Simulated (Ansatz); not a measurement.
**CdTe: band gap under strain**

Aim: follow the gap of CdTe in the zincblende structure through these states: +1.0 % equal strain in all directions; -3.3 % biaxial strain in x and y, z held; +2.3 % strain along x alone. The table at the end shows which levels were run.

Program: Ansatz 0.2.0. PAW datasets, plane waves. The values are computed, spin-unpolarised, and not measurements.

## 1. The cell

The unstrained cell was relaxed with r2SCAN; in each strained cell the atoms were relaxed again with r2SCAN. Names of k-points are those of the unstrained zone, where strain can split equivalent points. First state: +1.0 % equal strain in all directions.

Space group F-43m (No. 216), cubic; conventional cell a = 6.627 Å, 36.39 Å³ an atom. Cd has 4 Te at 2.87 Å; Te has 4 Cd at 2.87 Å.

Structure file:

```cif
data_structure
_symmetry_space_group_name_H-M 'F-43m'
_symmetry_Int_Tables_number 216
_cell_length_a 6.6275
_cell_length_b 6.6275
_cell_length_c 6.6275
_cell_angle_alpha 90.000
_cell_angle_beta 90.000
_cell_angle_gamma 90.000
_cell_volume 291.10
loop_
_atom_site_label
_atom_site_type_symbol
_atom_site_symmetry_multiplicity
_atom_site_Wyckoff_symbol
_atom_site_fract_x
_atom_site_fract_y
_atom_site_fract_z
_atom_site_occupancy
Cd1 Cd 4 a 0.00000 0.00000 0.00000 1
Te1 Te 4 d 0.25000 0.25000 0.75000 1
```

## 2. +1.0 % equal strain in all directions: PBE

input.yaml reads:

```yaml
crystal:
  lattice:
    - [0.0, 3.3137386534, 3.3137386534]
    - [3.3137386534, 0.0, 3.3137386534]
    - [3.3137386534, 3.3137386534, 0.0]
  atoms:
    - { symbol: Cd, position: [0.0, 0.0, 0.0] }
    - { symbol: Te, position: [0.25, 0.25, 0.25] }
kpoints:
  mp_grid: { grid: [6, 6, 6] }
  band_path:
    path:
      - [0.0, 0.0, 0.0]
      - [-0.5, -0.5, 0.0]
      - [-0.375, -0.375, 0.25]
      - [-0.375, 0.0, 0.375]
      - [0.0, 0.0, 0.5]
      - [-0.5, -0.25, 0.25]
    npoints: 1
hamiltonian:
  xc: pbe
scf:
  occupations: { method: fermi_dirac, width: 0.02 }
  n_extra_bands: 4
output:
  forces: true
  stress: true
  eigenvalues: true
```

Further steps of the session: +1.0 % equal strain in all directions: r2SCAN; +1.0 % equal strain in all directions: HSE06; -3.3 % biaxial strain in x and y, z held: PBE; -3.3 % biaxial strain in x and y, z held: r2SCAN; -3.3 % biaxial strain in x and y, z held: HSE06; +2.3 % strain along x alone: PBE; +2.3 % strain along x alone: r2SCAN; +2.3 % strain along x alone: HSE06.

Before running it: what results should come out?

The runs gave:

Least gap in eV (negative: overlap):

| state | PBE | r2SCAN | HSE06 |
| --- | --- | --- | --- |
| +1.0 % equal strain in all directions | 0.57 | 1.06 | 1.42 |
| -3.3 % biaxial strain in x and y, z held | 0.82 | 1.34 | 1.71 |
| +2.3 % strain along x alone | 0.57 | 1.06 | 1.42 |

In words: Where both were run, the HSE06 gap lies +0.85 to +0.89 eV from PBE's, each on its own k points. In PBE the gap is least under +2.3 % strain along x alone (0.57 eV) and largest under -3.3 % biaxial strain in x and y, z held (0.82 eV). Spin-orbit coupling is left out of the table, though the cell holds Te (Z = 52); in an element this heavy it can shift bands and gaps by tenths of an eV.
